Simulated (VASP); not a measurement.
# WC: electric field gradients with PBE

The system is WC.

```xyz
2
Lattice="2.9574 0.0000 0.0000 -1.4787 2.5612 0.0000 0.0000 0.0000 2.8845" Properties=species:S:1:pos:R:3 pbc="T T T"
W     0.0000    0.0000    0.0000
C     1.4787    0.8537    1.4422
```

The cell isn't the ideal one: volume scaled by 1.06, crystal datasets.

| Property | Result |
| --- | --- |
| Program | VASP 6.6.1 |
| Task | electric field gradients |
| Functional | PBE |
| Potentials or basis | VASP PAW PBE potentials, release 64 (W_sv, C) |
| Cutoff | 520 eV |
| k mesh | 13 × 13 × 12 |
| Occupations | fermi-dirac, width 0.05 eV |
| Spin | no spin polarisation |
| Dipole correction | no |
| Further INCAR settings | ALGO = Fast; EDIFF = 1e-08; NBANDS = 16 |

- Pressure: -12.4 GPa
- Band gap on the k mesh: none (metal or under the smearing width)

Stress tensor (GPa, compression positive):
```
-11.52   0.00   0.00
  0.00 -11.52   0.00
  0.00   0.00 -14.28
```

Levels at points of the mesh, in eV from the Fermi level:
| k point | band 7 | band 8 | band 9 | band 10 | band 11 | band 12 |
| --- | --- | --- | --- | --- | --- | --- |
| (0.00, 0.00, 0.00) | -3.12 | -3.12 | 0.09 | 3.01 | 3.01 | 5.35 |
| (0.00, 0.00, 0.50) | -1.88 | -1.88 | -0.52 | -0.52 | 3.47 | 4.39 |

Electric field gradients, principal values (V/Å²):
```csv
atom,Vxx,Vyy,Vzz
1 W,61.175,61.176,-122.351
2 C,-0.001,-0.001,0.002
```

Run time: 20 s on 1 thread of Intel(R) Xeon(R) 6975P-C (Granite Rapids) (shared host), peak memory 0.17 GiB.

The run has no spin-orbit coupling, so splittings on W are missing.
